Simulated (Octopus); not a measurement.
**BP under changes of volume**

One of the cells (11.682 Å³/atom); the others are scaled copies at fixed shape and fractional positions:

```xyz
2
Lattice="0.0000 2.2690 2.2690 2.2690 0.0000 2.2690 2.2690 2.2690 0.0000" Properties=species:S:1:pos:R:3 pbc="T T T"
P     3.4035    3.4035    3.4035
B     0.0000    0.0000    0.0000
```

```yaml
Program: Octopus 16.4
Functional: PBE
Potentials_or_basis: pseudodojo_pbe (PseudoDojo 0.5, PBE)
Grid_spacing: 0.140 Å
k_mesh: 10 × 10 × 10
Occupations: fermi-dirac, width 0.05 eV
Spin: no spin polarisation
```

| volume (Å³/atom) | energy over the lowest point (meV/atom) | gap on the mesh (eV) |
| --- | --- | --- |
| 10.981 | 27.67 | 1.17 |
| 11.214 | 13.09 | 1.20 |
| 11.448 | 4.13 | 1.22 |
| 11.682 | 0.00 | 1.25 |
| 11.915 | 0.37 | 1.28 |
| 12.149 | ? | ? |
| 12.383 | 13.90 | 1.33 |

What does the run at 12.149 Å³/atom give?

Energy over the lowest point 4.83 meV/atom; gap on the mesh 1.30 eV.

Worked out: A Birch-Murnaghan fit of order 3 (a polynomial in V^(-2/3)) to the other rows has its minimum at 11.77 Å³/atom with B0 = V·E''(V) = 154 GPa and B' = 3.0. It gives 5.19 meV/atom at 12.149 Å³/atom, against the run's 4.83. A straight line through the other rows of the gap, of slope 1.33 eV per unit of ln V, gives 1.30 eV, against the run's 1.30.

Energies are extrapolated to zero smearing.

A mesh can miss the band edges.
